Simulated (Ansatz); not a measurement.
A plane-wave DFT run in Ansatz 0.2.0 (scalar-relativistic PAW potentials unless the input names others): input and command.

```yaml
crystal:
  lattice:
    - [3.5670489357, 0.0, 0.0]
    - [0.0, 3.5670489357, 0.0]
    - [0.0, 0.0, 5.1659323253]
  atoms:
    - { symbol: Hf, position: [0.5, 0.5, 0.5] }
    - { symbol: Hf, position: [0.0, 0.0, 0.0] }
    - { symbol: O, position: [0.0, 0.5, 0.7001030873] }
    - { symbol: O, position: [0.5, 0.0, 0.7998969127] }
    - { symbol: O, position: [0.5, 0.0, 0.2998969127] }
    - { symbol: O, position: [0.0, 0.5, 0.2001030873] }
basis:
  ecutwfc: 420
kpoints:
  mp_grid: { grid: [6, 6, 6] }
hamiltonian:
  xc: lda+u
scf:
  occupations: { method: fixed }
  max_iter: 60
output:
  forces: true
  eigenvalues: true
  stress: true
```

```bash
ansatz run input.yaml --threads 1 --pin off --max-ram 3072MiB --backend cpu --events-out ev --progress --plain --runs-dir out
```

Task: What will the program do with this input?

Result: The program refuses it, because of an unknown functional (hamiltonian.xc: "pbesol" → "lda+u"). With the sound run's settings it is accepted.

Abridged log:
```
Error: YAML parse error: error: line 18 column 7: hamiltonian.xc: unknown variant `lda+u`, expected one of `lda`, `lda-pw`, `pw92`, `pbe`, `pbesol`, `rpbe`, `revpbe`, `blyp`, `pbe0`, `revpbe0`, `b3lyp`, `b3lyp5`, `hse06`, `wpbeh`, `hiss`, `lc_wpbe`, `cam_b3lyp`, `hf`, `r2scan`, `r2scanh`, `r2scan0`, `r2scan50`, `mr2scan`
  --> <input>:18:7
   |
16 |   mp_grid: { grid: [6, 6, 6] }
17 | hamiltonian:
18 |   xc: lda+u
   |       ^ hamiltonian.xc: unknown variant `lda+u`, expected one of `lda`, `lda-pw`, `pw92`, `pbe`, `pbesol`, `rpbe`, `revpbe`, `blyp`, `pbe0`, `revpbe0`, `b3lyp`, `b3lyp5`, `hse06`, `wpbeh`, `hiss`, `lc_wpbe`, `cam_b3lyp`, `hf`, `r2scan`, `r2scanh`, `r2scan0`, `r2scan50`, `mr2scan`
19 | scf:
20 |   occupations: { method: fixed }
   |
```